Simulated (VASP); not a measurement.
A run of VASP 6.6.1 is set up as follows.

File INCAR:

```
SYSTEM = CoO
PREC = Accurate ; ENCUT = 600
EDIFF = 1E-6 ; ISMEAR = -1
SIGMA = 0.05 ; LREAL = .FALSE.
LASPH = .TRUE. ; NELM = 100
ALGO = Normal ; ISIF = 3
LWAVE = .FALSE. ; LCHARG = .FALSE.
ISPIN = 2 ; MAGMOM = 2 0
LORBIT = 11 ; LMAXMIX = 4
GGA = PE ; IBRION = 2
NSW = 40 ; EDIFFG = -0.02
PSTRESS = 50
```

KPOINTS

```
regular mesh
0
G
  9 9 9
  0 0 0
```

File POSCAR:

```
CoO
1.0
   -1.5080004400      1.5080004400      2.1072503600
    1.5080004400     -1.5080004400      2.1072503600
    1.5080004400      1.5080004400     -2.1072503600
Co O
1 1
Direct
    0.0000000000      0.0000000000      0.0000000000
    0.5000000000      0.5000000000      0.0000000000
```

Potentials or basis: VASP PAW PBE potentials, release 64 (Co, O).

The run is started by

```console
$ cat potpaw_PBE.64/Co/POTCAR potpaw_PBE.64/O/POTCAR > POTCAR
$ mpirun -np 1 vasp_std > vasp.out
```

Predict the net moment.

2.76 μB per cell.

Predict the relaxed volume.

9.26 Å³/atom.

Estimate the band gap on the k mesh.

none (metal or under the smearing width).

What does it give for the site moments?

Co +2.45; O +0.26 μB.

Step by step:
```csv
step,energy change (eV),largest force (eV/Å),pressure (GPa),volume (Å³)
1,0.0000,0.0000,-1.10,19.17
2,0.0213,0.0000,8.68,18.17
3,0.0074,0.0000,4.93,18.50
4,0.0079,0.0000,5.20,18.49
5,0.0068,0.0000,4.87,18.51
```

Caveat: the cell is relaxed towards a set pressure, so the enthalpy falls and the energy may rise; a cell with one magnetic atom can't hold antiferromagnetic order, which such compounds often take; semilocal functionals often make such compounds metallic where correlation or magnetic order opens a gap, which also shifts bond lengths. With open d or f shells a metallic result of PBE can be an artefact of self-interaction; +U or a hybrid may open a gap.
